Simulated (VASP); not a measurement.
# BaTiO3 (Pm-3m) in VASP: further runs, part 2 of 2

VASP 6.6.1. The steps go on from the part before.

## Step 3: Relaxation of cell and atoms, PBEsol

This run uses another cell than the first one, of 12.64 Å³/atom, 0.983 times its volume.

Contents of INCAR:

```
ALGO = Normal ; EDIFF = 1E-7
EDIFFG = -0.005 ; ENCUT = 600
GGA = PS ; IBRION = 2
ISIF = 3 ; ISMEAR = 0
LASPH = True ; LCHARG = False
LREAL = False ; LWAVE = False
NELM = 80 ; NSW = 90
PREC = Accurate ; SIGMA = 0.03
```

Contents of KPOINTS:

```
k-points
0
Gamma
  8 8 8
```

Contents of POSCAR:

```
BaTiO3                                  
1.0
    3.9830828737     -0.0000000000     -0.0000000000
   -0.0000000000      3.9830828737     -0.0000000000
   -0.0000000000      0.0000000000      3.9830828737
  Ba              Ti              O             
     1     1     3
Direct
     0.5000000000000000    0.5000000000000000    0.5000000000000000
     0.0000000000000000    0.0000000000000000    0.0000000000000000
     0.5000000000000000    0.0000000000000000    0.0000000000000000
     0.0000000000000000    0.5000000000000000    0.0000000000000000
     0.0000000000000000    0.0000000000000000    0.5000000000000000
```

Potentials or basis: VASP PAW PBE potentials, release 64 (Ba_sv, Ti_sv, O).

On the command line:

```sh
$ cat potpaw_PBE.64/Ba_sv/POTCAR potpaw_PBE.64/Ti_sv/POTCAR potpaw_PBE.64/O/POTCAR > POTCAR
$ mpirun -np 1 vasp_std > vasp.out
```

OUTCAR:

```text
EDIFF = 1E-7
   EDIFFG = -0.005
   ENCUT = 600
   GGA = PS
   IBRION = 2
   ISIF = 3
   ISMEAR = 0
   LASPH = True
   LREAL = False
   NELM = 80
   NSW = 90
   PREC = Accurate

 ion  position               nearest neighbor table
   1  0.500  0.500  0.500-   3 2.82   4 2.82   5 2.82   3 2.82   4 2.82   3 2.82   5 2.82   3 2.82
                             4 2.82   5 2.82   4 2.82   5 2.82   2 3.45   2 3.45   2 3.45   2 3.45
   2  0.000  0.000  0.000-   3 1.99   4 1.99   5 1.99   5 1.99   4 1.99   3 1.99   1 3.45   1 3.45
                             1 3.45   1 3.45   1 3.45   1 3.45   1 3.45   1 3.45
   3  0.500  0.000  0.000-   2 1.99   2 1.99   1 2.82   1 2.82   1 2.82   1 2.82
   4  0.000  0.500  0.000-   2 1.99   2 1.99   1 2.82   1 2.82   1 2.82   1 2.82
   5  0.000  0.000  0.500-   2 1.99   2 1.99   1 2.82   1 2.82   1 2.82   1 2.82

  LATTYP: Found a simple cubic cell.
 ALAT       =     3.9830828737

  Lattice vectors:

 A1 = (   3.9830828737,   0.0000000000,   0.0000000000)
 A2 = (   0.0000000000,   3.9830828737,   0.0000000000)
 A3 = (   0.0000000000,   0.0000000000,   3.9830828737)

Analysis of symmetry for initial positions (statically):
=====================================================================
 Subroutine PRICEL returns:
 Original cell was already a primitive cell.

 Routine SETGRP: Setting up the symmetry group for a
 simple cubic supercell.

 Subroutine GETGRP returns: Found 48 space group operations
 (whereof 48 operations were pure point group operations)
 out of a pool of 48 trial point group operations.

The static configuration has the point symmetry O_h .

Analysis of symmetry for dynamics (positions and initial velocities):
=====================================================================
 Subroutine PRICEL returns:
 Original cell was already a primitive cell.

 Routine SETGRP: Setting up the symmetry group for a
 simple cubic supercell.

 Subroutine GETGRP returns: Found 48 space group operations
 (whereof 48 operations were pure point group operations)
 out of a pool of 48 trial point group operations.

The dynamic configuration has the point symmetry O_h .

 Subroutine INISYM returns: Found 48 space group operations
 (whereof 48 operations are pure point group operations),
 and found     1 'primitive' translations

----------------------------------------------------------------------------------------

                                     Primitive cell

  volume of cell :      63.1914

  direct lattice vectors                    reciprocal lattice vectors
     3.983082874  0.000000000  0.000000000     0.251061811  0.000000000  0.000000000
     0.000000000  3.983082874  0.000000000     0.000000000  0.251061811  0.000000000
     0.000000000  0.000000000  3.983082874     0.000000000  0.000000000  0.251061811

  length of vectors
     3.983082874  3.983082874  3.983082874     0.251061811  0.251061811  0.251061811

  position of ions in fractional coordinates (direct lattice)
     0.500000000  0.500000000  0.500000000
     0.000000000  0.000000000  0.000000000
     0.500000000  0.000000000  0.000000000
     0.000000000  0.500000000  0.000000000
     0.000000000  0.000000000  0.500000000

  ion indices of the primitive-cell ions
   primitive index   ion index
                 1           1
                 2           2
                 3           3
[... 36 lines left out ...]
  0.125000  0.125000  0.000000     12.000000
[... 16 lines left out ...]
  0.375000  0.375000  0.125000     24.000000
  0.500000  0.375000  0.125000     24.000000
 [... further k-points ...]
   k-points           NKPTS =     35   k-points in BZ     NKDIM =     35   number of bands    NBANDS=     24
   number of dos      NEDOS =    301   number of ions     NIONS =      5
   total plane-waves  NPLWV =  32768
   dimension x,y,z NGX =    32 NGY =   32 NGZ =   32
   dimension x,y,z NGXF=    64 NGYF=   64 NGZF=   64
   ions per type =               1   1   3
   NGX,Y,Z   is equivalent  to a cutoff of  13.36, 13.36, 13.36 a.u.
   NGXF,Y,Z  is equivalent  to a cutoff of  26.71, 26.71, 26.71 a.u.
 SYSTEM =  unknown system
   PREC   = accura    normal or accurate (medium, high low for compatibility)
   ISTART =      0    job   : 0-new  1-cont  2-samecut
   ICHARG =      2    charge: 1-file 2-atom 10-const
   ISPIN  =      1    spin polarized calculation?
   LNONCOLLINEAR =      F non collinear calculations
   LSORBIT =      F    spin-orbit coupling
   LASPH  =      T    aspherical Exc in radial PAW
   ENCUT  =  600.0 eV  44.10 Ry    6.64 a.u.   7.96  7.96  7.96*2*pi/ulx,y,z
   NELM   =     80;   NELMIN=  2; NELMDL= -5     # of ELM steps
   EDIFF  = 0.1E-06   stopping-criterion for ELM
   LREAL  =      F    real-space projection
   EDIFFG = -.5E-02   stopping-criterion for IOM
   NSW    =     90    number of steps for IOM
   IBRION =      2    ionic relax: 0-MD 1-quasi-New 2-CG
   NFREE  =      1    steps in history (QN), initial steepest desc. (CG)
   ISIF   =      3    stress and relaxation
   ISYM   =      2    0-nonsym 1-usesym 2-fastsym
   POTIM  = 0.5000    time-step for ionic-motion
   TEBEG  =    0.0;   TEEND  =   0.0 temperature during run
   PSTRESS=    0.0 pullay stress
   NELECT =      40.0000    total number of electrons
   NUPDOWN=      -1.0000    fix difference up-down
   EMIN   =  10.00;   EMAX   =-10.00  energy-range for DOS
   EFERMI =   0.00;   METHOD = LEGACY
   ISMEAR =     0;   SIGMA  =   0.03  broadening in eV -4-tet -1-fermi 0-gaus
   EFERMI_NEDOS =   21; number of points for ismear=-14 and -15
   IALGO  =     38    algorithm
   IMIX   =      4    mixing-type and parameters
     AMIX     =   0.40;   BMIX     =  1.00
     AMIX_MAG =   1.60;   BMIX_MAG =  1.00
  volume/ion in A,a.u.               =      12.64        85.29
  Fermi-wavevector in a.u.,A,eV,Ry     =   1.405644  2.656283 26.882886  1.975836
  Thomas-Fermi vector in A             =   2.528085
   LORBIT       =      0    0 simple, 1 ext, 2 COOP (PROOUT), +10 PAW based schemes
   GGA     = PS    functional components
   LHFCALC =     F    Hartree Fock is set to
   AEXX    =    0.0000 exact exchange contribution
   IVDW    =     0    specifies the selected vdW correction
   LEPSILON=     F    determine dielectric tensor
   LRPA    =     F    only Hartree local field effects (RPA)
 conjugate gradient relaxation of ions
 non-spin polarized calculation
 Gauss-broadening in eV      SIGMA  =   0.03
  energy-cutoff  :      600.00
  volume of cell :       63.19
 maximum number of plane-waves:      2176
 NGX is ok and might be reduce to    32
   NGX = 15   NGY = 15   NGZ = 15

 number of electron      39.9999986 magnetization

 Free energy of the ion-electron system (eV)
  ---------------------------------------------------
  ext. energy  EPLUGINS =         0.00000000
  ---------------------------------------------------
  free energy    TOTEN  =       -41.98730920 eV

  energy without entropy =      -41.98730920  energy(sigma->0) =      -41.98730920

 E-fermi :   4.1219     XC(G=0): -11.5946

 val. band max:        3.8025988463   @ k =   0.5000   0.5000   0.5000
 cond. band min:       5.5298054536   @ k =   0.0000   0.0000   0.0000
 fundamental gap:      1.7272066073
 Fermi energy:         4.1219275076

 k-point     1 :       0.0000    0.0000    0.0000
  band No.  band energies     occupation
      1     -52.5058      2.00000
      2     -28.8384      2.00000
      3     -28.8384      2.00000
      4     -28.8384      2.00000
      5     -20.9228      2.00000
      6     -13.0460      2.00000
[... 637 lines left out ...]
     23       7.7154      0.00000
     24       9.1600      0.00000

 [... further k-points ...]

------------------------ aborting loop because EDIFF is reached ----------------------------------------

  FORCE on cell =-STRESS in cart. coord.  units (eV):
  Direction    XX          YY          ZZ          XY          YZ          ZX
  --------------------------------------------------------------------------------------
  -------------------------------------------------------------------------------------
  Total        0.0119376      0.0119376      0.0119376     -0.0000000     -0.0000000      0.0000000
  in kB        0.3026696      0.3026696      0.3026696     -0.0000000     -0.0000000      0.0000000
  external PRESSURE =       0.3026696 kB  Pullay stress =       0.0000000 kB

 VOLUME and BASIS-vectors are now :
 -----------------------------------------------------------------------------
  energy-cutoff  :      600.00
  volume of cell :       63.19
      direct lattice vectors                 reciprocal lattice vectors
     3.983082874  0.000000000  0.000000000     0.251061811  0.000000000  0.000000000
     0.000000000  3.983082874  0.000000000     0.000000000  0.251061811  0.000000000
     0.000000000  0.000000000  3.983082874     0.000000000  0.000000000  0.251061811

 POSITION                                       TOTAL-FORCE (eV/Angst)
 -----------------------------------------------------------------------------------
      1.99154      1.99154      1.99154         0.000000      0.000000      0.000000
      0.00000      0.00000      0.00000         0.000000      0.000000      0.000000
      1.99154      0.00000      0.00000         0.000000      0.000000      0.000000
      0.00000      1.99154      0.00000         0.000000      0.000000      0.000000
      0.00000      0.00000      1.99154         0.000000      0.000000      0.000000
 -----------------------------------------------------------------------------------
    total drift:                                0.000000      0.000000     -0.000000

  FREE ENERGIE OF THE ION-ELECTRON SYSTEM (eV)
  ---------------------------------------------------
  free  energy   TOTEN  =       -41.9873091998 eV

  energy  without entropy=      -41.9873091998  energy(sigma->0) =      -41.98730920

 reached required accuracy - stopping structural energy minimisation
```

Wall time 48 s (1 thread of Intel Xeon Platinum 8259CL at 2.50GHz (Skylake/Cascade Lake), shared host); peak memory 0.22 GiB.

What came out:

- Free energy: -41.9873 eV
- Pressure after relaxing: 0.0 GPa
- Band gap on the k mesh: 1.73 eV, indirect (least direct gap 1.86 eV)

Final structure:
```
CELL_PARAMETERS angstrom
3.98308 0.00000 0.00000
0.00000 3.98308 0.00000
0.00000 0.00000 3.98308
ATOMIC_POSITIONS crystal
Ba 0.50000 0.50000 0.50000
Ti 0.00000 0.00000 0.00000
O 0.50000 0.00000 0.00000
O 0.00000 0.50000 0.00000
O 0.00000 0.00000 0.50000
```

Levels at points of the mesh, in eV from the valence-band top:
```csv
k point,band 18,band 19,band 20,band 21,band 22,band 23
"(0.00, 0.00, 0.00)",-0.13,-0.13,-0.13,1.73,1.73,1.73
"(0.50, 0.00, 0.00)",-1.87,-0.72,-0.72,1.90,3.56,3.56
"(0.50, 0.50, 0.00)",-0.87,-0.87,-0.09,3.57,3.57,3.99
"(0.50, 0.50, 0.50)",0.00,0.00,0.00,4.26,4.26,4.26
```

Caveat: the relaxation stopped at its first step, so nothing moved; the PAW data sets were made with another functional, which shifts forces and pressure a little; spin-orbit coupling is left out, which moves the levels of the heavy elements. PBEsol gaps usually lie below the measured ones, often by a third to a half.
